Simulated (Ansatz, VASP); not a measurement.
## One calculation of HfC, two programs

```
CELL_PARAMETERS angstrom
0.00000 2.30363 2.30363
2.30363 0.00000 2.30363
2.30363 2.30363 0.00000
ATOMIC_POSITIONS crystal
Hf 0.50000 0.50000 0.50000
C 0.00000 0.00000 0.00000
```

Alike in both runs: task single point; functional PBEsol; k mesh 14 × 14 × 14; occupations fermi-dirac, width 0.1 eV; no spin polarisation.

|  | VASP | Ansatz |
| --- | --- | --- |
| version | VASP 6.6.1 | Ansatz 0.2.0 |
| potentials or method | VASP PAW PBE potentials, release 64 (Hf_pv, C) | PAW with Ansatz's default frozen-core files, scalar-relativistic |
| plane-wave cutoff (eV) | 520 | 420 |
| valence electrons in the cell | 14 | 30 |

|  | VASP | Ansatz | Ansatz less VASP |
| --- | --- | --- | --- |
| pressure (GPa) | -0.4 | 0.0 | +0.32 |

The functional is the same, so the differences come from potentials, cutoffs and numerics. The two sets of potentials don't hold the same shells in valence. Ansatz warned: «optics_on_partly_filled_bands».

Caveats: the PAW data sets were made with another functional, which shifts forces and pressure a little (VASP). Spin-orbit coupling is left out, which matters for the levels of Hf.
